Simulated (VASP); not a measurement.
# Cu (Fm-3m) in VASP: notebook, part 2 of 2

VASP 6.6.1. Earlier steps stand in the parts before.

## (5) Single point, PBE

The input, INCAR:

```
SYSTEM = Cu
ALGO = Fast
EDIFF = 1E-7
ENCUT = 520
GGA = PE
ISIF = 2
ISMEAR = 0
LASPH = .TRUE.
LCHARG = .FALSE.
LREAL = .FALSE.
LWAVE = .FALSE.
NELM = 60
PREC = Accurate
SIGMA = 0.1
```

The input, KPOINTS:

```
k-points
0
G
  12 12 12
  0 0 0
```

The input, POSCAR:

```
Cu
1.0
    0.0000000000      1.8075000000      1.8075000000
    1.8075000000      0.0000000000      1.8075000000
    1.8075000000      1.8075000000      0.0000000000
Cu
1
Direct
    0.0000000000      0.0000000000      0.0000000000
```

Potentials or basis: VASP PAW PBE potentials, release 64 (Cu).

The run is started by

```console
cat potpaw_PBE.64/Cu/POTCAR > POTCAR
mpirun -np 1 vasp_std > vasp.out
```

OUTCAR:

```text
SYSTEM = Cu
   EDIFF = 1E-7
   ENCUT = 520
   GGA = PE
   ISIF = 2
   ISMEAR = 0
   LASPH = .TRUE.
   LREAL = .FALSE.
   NELM = 60
   PREC = Accurate

 ion  position               nearest neighbor table
   1  0.000  0.000  0.000-

  LATTYP: Found a face centered cubic cell.
 ALAT       =     3.6150000000

  Lattice vectors:

 A1 = (   0.0000000000,   1.8075000000,   1.8075000000)
 A2 = (   1.8075000000,   0.0000000000,   1.8075000000)
 A3 = (   1.8075000000,   1.8075000000,   0.0000000000)

Analysis of symmetry for initial positions (statically):
=====================================================================
 Subroutine PRICEL returns:
 Original cell was already a primitive cell.

 Routine SETGRP: Setting up the symmetry group for a
 face centered cubic supercell.

 Subroutine GETGRP returns: Found 48 space group operations
 (whereof 48 operations were pure point group operations)
 out of a pool of 48 trial point group operations.

The static configuration has the point symmetry O_h .

Analysis of symmetry for dynamics (positions and initial velocities):
=====================================================================
 Subroutine PRICEL returns:
 Original cell was already a primitive cell.

 Routine SETGRP: Setting up the symmetry group for a
 face centered cubic supercell.

 Subroutine GETGRP returns: Found 48 space group operations
 (whereof 48 operations were pure point group operations)
 out of a pool of 48 trial point group operations.

The dynamic configuration has the point symmetry O_h .

 Subroutine INISYM returns: Found 48 space group operations
 (whereof 48 operations are pure point group operations),
 and found     1 'primitive' translations

----------------------------------------------------------------------------------------

                                     Primitive cell

  volume of cell :      11.8104

  direct lattice vectors                    reciprocal lattice vectors
     0.000000000  1.807500000  1.807500000    -0.276625173  0.276625173  0.276625173
     1.807500000  0.000000000  1.807500000     0.276625173 -0.276625173  0.276625173
     1.807500000  1.807500000  0.000000000     0.276625173  0.276625173 -0.276625173

  length of vectors
     2.556191014  2.556191014  2.556191014     0.479128854  0.479128854  0.479128854

  position of ions in fractional coordinates (direct lattice)
     0.000000000  0.000000000  0.000000000

  ion indices of the primitive-cell ions
   primitive index   ion index
                 1           1

----------------------------------------------------------------------------------------

 KPOINTS: k-points

Automatic generation of k-mesh.
 Grid dimensions read from file:
 generate k-points for:   12   12   12

 Generating k-lattice:

  Cartesian coordinates                     Fractional coordinates (reciprocal lattice)
    -0.023052098  0.023052098  0.023052098     0.083333333  0.000000000  0.000000000
     0.023052098 -0.023052098  0.023052098     0.000000000  0.083333333  0.000000000
     0.023052098  0.023052098 -0.023052098     0.000000000  0.000000000  0.083333333

  Length of vectors
     0.039927405  0.039927405  0.039927405

  Shift w.r.t. Gamma in fractional coordinates (k-lattice)
     0.000000000  0.000000000  0.000000000

 Subroutine IBZKPT returns following result:
 ===========================================

 Found     72 irreducible k-points:

 Following reciprocal coordinates:
            Coordinates               Weight
  0.000000  0.000000  0.000000      1.000000
  0.083333  0.000000  0.000000      8.000000
  0.166667  0.000000  0.000000      8.000000
  0.250000  0.000000  0.000000      8.000000
  0.333333  0.000000  0.000000      8.000000
  0.416667  0.000000  0.000000      8.000000
[... 16 lines left out ...]
  0.500000  0.166667  0.000000     24.000000
 -0.416667  0.166667  0.000000     24.000000
 [... further k-points ...]
   k-points           NKPTS =     72   k-points in BZ     NKDIM =     72   number of bands    NBANDS=      9
   number of dos      NEDOS =    301   number of ions     NIONS =      1
   total plane-waves  NPLWV =   8000
   dimension x,y,z NGX =    20 NGY =   20 NGZ =   20
   dimension x,y,z NGXF=    40 NGYF=   40 NGZF=   40
   ions per type =               1
   NGX,Y,Z   is equivalent  to a cutoff of  13.01, 13.01, 13.01 a.u.
   NGXF,Y,Z  is equivalent  to a cutoff of  26.01, 26.01, 26.01 a.u.
 SYSTEM =  Cu
   PREC   = accura    normal or accurate (medium, high low for compatibility)
   ISTART =      0    job   : 0-new  1-cont  2-samecut
   ICHARG =      2    charge: 1-file 2-atom 10-const
   ISPIN  =      1    spin polarized calculation?
   LNONCOLLINEAR =      F non collinear calculations
   LSORBIT =      F    spin-orbit coupling
   LASPH  =      T    aspherical Exc in radial PAW
   ENCUT  =  520.0 eV  38.22 Ry    6.18 a.u.   4.75  4.75  4.75*2*pi/ulx,y,z
   NELM   =     60;   NELMIN=  2; NELMDL= -5     # of ELM steps
   EDIFF  = 0.1E-06   stopping-criterion for ELM
   LREAL  =      F    real-space projection
   EDIFFG = 0.1E-05   stopping-criterion for IOM
   NSW    =      0    number of steps for IOM
   IBRION =     -1    ionic relax: 0-MD 1-quasi-New 2-CG
   NFREE  =      0    steps in history (QN), initial steepest desc. (CG)
   ISIF   =      2    stress and relaxation
   ISYM   =      2    0-nonsym 1-usesym 2-fastsym
   POTIM  = 0.5000    time-step for ionic-motion
   TEBEG  =    0.0;   TEEND  =   0.0 temperature during run
   PSTRESS=    0.0 pullay stress
   NELECT =      11.0000    total number of electrons
   NUPDOWN=      -1.0000    fix difference up-down
   EMIN   =  10.00;   EMAX   =-10.00  energy-range for DOS
   EFERMI =   0.00;   METHOD = LEGACY
   ISMEAR =     0;   SIGMA  =   0.10  broadening in eV -4-tet -1-fermi 0-gaus
   EFERMI_NEDOS =   21; number of points for ismear=-14 and -15
   IALGO  =     68    algorithm
   IMIX   =      4    mixing-type and parameters
     AMIX     =   0.40;   BMIX     =  1.00
     AMIX_MAG =   1.60;   BMIX_MAG =  1.00
  volume/ion in A,a.u.               =      11.81        79.70
  Fermi-wavevector in a.u.,A,eV,Ry     =   1.598763  3.021224 34.777078  2.556043
  Thomas-Fermi vector in A             =   2.696162
   LORBIT       =      0    0 simple, 1 ext, 2 COOP (PROOUT), +10 PAW based schemes
   GGA     = PE    functional components
   LHFCALC =     F    Hartree Fock is set to
   AEXX    =    0.0000 exact exchange contribution
   IVDW    =     0    specifies the selected vdW correction
   LEPSILON=     F    determine dielectric tensor
   LRPA    =     F    only Hartree local field effects (RPA)
 non-spin polarized calculation
 RMM-DIIS sequential band-by-band and
 Gauss-broadening in eV      SIGMA  =   0.10
  energy-cutoff  :      520.00
  volume of cell :       11.81
 maximum number of plane-waves:       332
   NGX =  9   NGY =  9   NGZ =  9

 number of electron      11.0000001 magnetization

 Free energy of the ion-electron system (eV)
  ---------------------------------------------------
  ext. energy  EPLUGINS =         0.00000000
  ---------------------------------------------------
  free energy    TOTEN  =        -3.72355249 eV

  energy without entropy =       -3.72220940  energy(sigma->0) =       -3.72288094

 E-fermi :   7.4955     XC(G=0): -12.7268

 val. band max:        7.4762907693   @ k =   0.4167   0.4167   0.0000
 cond. band min:       7.5016134816   @ k =   0.5000   0.3333   0.1667
 fundamental gap:      0.0253227123
 Fermi energy:         7.4954528363

 k-point     1 :       0.0000    0.0000    0.0000
  band No.  band energies     occupation
      1      -1.7663      2.00000
      2       4.5532      2.00000
      3       4.5532      2.00000
      4       4.5532      2.00000
      5       5.3751      2.00000
      6       5.3751      2.00000
      7      30.1793      0.00000
      8      32.8234      0.00000
      9      32.8234      0.00000
[... 265 lines left out ...]
 k-point    24 :      -0.4167    0.1667    0.0000
  band No.  band energies     occupation
      1       2.9873      2.00000
      2       4.1995      2.00000
      3       4.7222      2.00000
      4       4.8084      2.00000
      5       5.8457      2.00000
      6       8.5792      0.00000
      7      11.9056      0.00000
      8      22.3331      0.00000
      9      26.7492      0.00000

 [... further k-points ...]

------------------------ aborting loop because EDIFF is reached ----------------------------------------

  FORCE on cell =-STRESS in cart. coord.  units (eV):
  Direction    XX          YY          ZZ          XY          YZ          ZX
  --------------------------------------------------------------------------------------
  -------------------------------------------------------------------------------------
  Total        0.1505577      0.1505577      0.1505577     -0.0000000      0.0000000      0.0000000
  in kB       20.4243621     20.4243621     20.4243621     -0.0000000      0.0000000      0.0000000
  external PRESSURE =      20.4243621 kB  Pullay stress =       0.0000000 kB

 VOLUME and BASIS-vectors are now :
 -----------------------------------------------------------------------------
  energy-cutoff  :      520.00
  volume of cell :       11.81
      direct lattice vectors                 reciprocal lattice vectors
     0.000000000  1.807500000  1.807500000    -0.276625173  0.276625173  0.276625173
     1.807500000  0.000000000  1.807500000     0.276625173 -0.276625173  0.276625173
     1.807500000  1.807500000  0.000000000     0.276625173  0.276625173 -0.276625173

 POSITION                                       TOTAL-FORCE (eV/Angst)
 -----------------------------------------------------------------------------------
      0.00000      0.00000      0.00000         0.000000     -0.000000      0.000000
 -----------------------------------------------------------------------------------
    total drift:                                0.000000     -0.000000      0.000000

  FREE ENERGIE OF THE ION-ELECTRON SYSTEM (eV)
  ---------------------------------------------------
  free  energy   TOTEN  =        -3.7235524882 eV

  energy  without entropy=       -3.7222093995  energy(sigma->0) =       -3.72288094
```

OSZICAR:

```text
N       E                     dE             d eps       ncg     rms          rms(c)
DAV:   1     0.373357166610E+02    0.37336E+02   -0.57212E+03  1312   0.205E+03
DAV:   2    -0.408689444671E+01   -0.41423E+02   -0.38888E+02  1307   0.200E+02
DAV:   3    -0.462123204568E+01   -0.53434E+00   -0.53299E+00  1589   0.322E+01
DAV:   4    -0.462527689466E+01   -0.40448E-02   -0.40441E-02  1578   0.254E+00
DAV:   5    -0.462532036021E+01   -0.43466E-04   -0.43466E-04  1604   0.216E-01    0.765E+00
RMM:   6    -0.405518041186E+01    0.57014E+00   -0.54113E+00  1509   0.581E+01    0.434E+00
RMM:   7    -0.373523730132E+01    0.31994E+00   -0.95842E-01  1497   0.256E+01    0.108E+00
RMM:   8    -0.372542539400E+01    0.98119E-02   -0.32962E-02  1552   0.235E+00    0.373E-01
RMM:   9    -0.372333505259E+01    0.20903E-02   -0.10727E-02  1545   0.281E+00    0.396E-02
RMM:  10    -0.372354160532E+01   -0.20655E-03   -0.15669E-03  1660   0.519E-01    0.222E-02
RMM:  11    -0.372358110567E+01   -0.39500E-04   -0.37377E-04  1557   0.485E-01    0.542E-02
RMM:  12    -0.372354813346E+01    0.32972E-04   -0.10770E-04  1625   0.217E-01    0.274E-03
RMM:  13    -0.372355245457E+01   -0.43211E-05   -0.36290E-05  1705   0.730E-02    0.453E-03
RMM:  14    -0.372355279969E+01   -0.34512E-06   -0.37227E-06  1557   0.261E-02    0.428E-03
RMM:  15    -0.372355293568E+01   -0.13599E-06   -0.29106E-07  1071   0.605E-03    0.410E-03
RMM:  16    -0.372355254647E+01    0.38921E-06   -0.41079E-07  1246   0.151E-02    0.123E-03
RMM:  17    -0.372355248816E+01    0.58314E-07   -0.44816E-08   789   0.326E-03
   1 F= -.37235525E+01 E0= -.37228809E+01  d E =-.134309E-02
```

Wall time 8.5 s (1 thread of Intel Xeon Platinum 8488C (Sapphire Rapids), shared host); peak memory 0.12 GiB.

What came out:

```
Free energy            : -3.7236 eV
Pressure               : 2.0 GPa
Band gap on the k mesh : none (metal or under the smearing width)
```

Levels at points of the mesh, in eV from the Fermi level:
| k point | band 4 | band 5 | band 6 | band 7 | band 8 | band 9 |
| --- | --- | --- | --- | --- | --- | --- |
| (0.00, 0.00, 0.00) | -2.94 | -2.12 | -2.12 | 22.68 | 25.33 | 25.33 |
| (0.50, 0.00, 0.00) | -1.55 | -1.55 | -0.91 | 3.84 | 21.18 | 22.16 |
| (0.50, 0.50, 0.00) | -1.41 | -1.41 | 1.59 | 7.20 | 13.17 | 13.17 |

## (6) Overview

| k mesh | mesh quality | gap on the mesh (eV) | pressure (GPa) |
| --- | --- | --- | --- |
| 4 × 4 × 4 | coarse | none | 3.9 |
| 8 × 8 × 8 | coarse | none | 3.3 |
| 10 × 10 × 10 | not flagged | none | 2.5 |
| 12 × 12 × 12 | not flagged | none | 2.0 |

Alike in all rows: task single point; level PBE; potentials or basis VASP PAW PBE potentials, release 64 (Cu); no spin polarisation; cell as given; cutoff (eV) 520; smearing gaussian 0.1 eV.

Caveats: some runs use coarse meshes.

Total energies depend on the potentials used, so only differences within one code and one set of settings carry meaning.
